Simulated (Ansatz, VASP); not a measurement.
Two plane-wave programs on P

INCAR

```
  ALGO = Fast
  EDIFF = 1E-7
  ENCUT = 520
  GGA = RP
  ISIF = 2
  ISMEAR = -1
  LASPH = True
  LCHARG = True
  LELF = True
  LREAL = False
  LVHAR = True
  LWAVE = False
  NBANDS = 14
  NELM = 80
  PREC = Accurate
  SIGMA = 0.1
```

File KPOINTS:

```
k-points
0
Gamma
  9 9 14
```

The input POSCAR:

```
P
1.0
    4.6506262642      0.0000000000      0.0000000000
   -2.3253131321      4.0275604883      0.0000000000
    0.0000000000      0.0000000000      2.6200932827
P
3
Direct
    1.0000000000      0.0000000000      0.0000000000
    0.3333333333      0.6666666667      0.5000000000
    0.6666666667      0.3333333333      0.5000000000
```

Input for Ansatz:

```yaml
crystal:
  lattice:
    - [4.6506262642, 0.0, 0.0]
    - [-2.3253131321, 4.0275604883, 0.0]
    - [0.0, 0.0, 2.6200932827]
  atoms:
    - { symbol: P, position: [1.0, 0.0, 0.0] }
    - { symbol: P, position: [0.3333333333, 0.6666666667, 0.5] }
    - { symbol: P, position: [0.6666666667, 0.3333333333, 0.5] }
hamiltonian:
  xc: rpbe
  pseudopotentials:
    kind: paw
    azcp:
      P: "pseudopotentials/P.paw.azcp"
basis:
  ecutwfc: 420
  fft_grid_basis: typed
kpoints:
  mp_grid: { grid: [9, 9, 14], shift: [0, 0, 0] }
magnetization:
  spin_polarized: false
scf:
  occupations: { method: fermi_dirac, width: 0.1 }
  lower_state_search: "off"
output:
  stress: true
```

Alike in both runs: task single point; functional RPBE; k mesh 9 × 9 × 14; occupations fermi-dirac, width 0.1 eV; no spin polarisation.

|  | VASP | Ansatz |
| --- | --- | --- |
| version | VASP 6.6.1 | Ansatz 0.2.0 |
| potentials or method | VASP PAW PBE potentials, release 64 (P) | plane waves (420 eV) with PAW, scalar-relativistic |
| plane-wave cutoff (eV) | 520 | 420 |
| valence electrons in the cell | 15 | 15 |

VASP gave:

| Item | Value |
| --- | --- |
| pressure (GPa) | -8.6 |
| largest component of the traceless stress (GPa) | 1.83 |

Q: Estimate Ansatz's values.

A: Pressure (GPa): -8.2; largest component of the traceless stress (GPa): 1.77.

The functional is the same, so the differences come from potentials, cutoffs and numerics.

Caveats: the PAW data sets were made with another functional, which shifts forces and pressure a little (VASP).
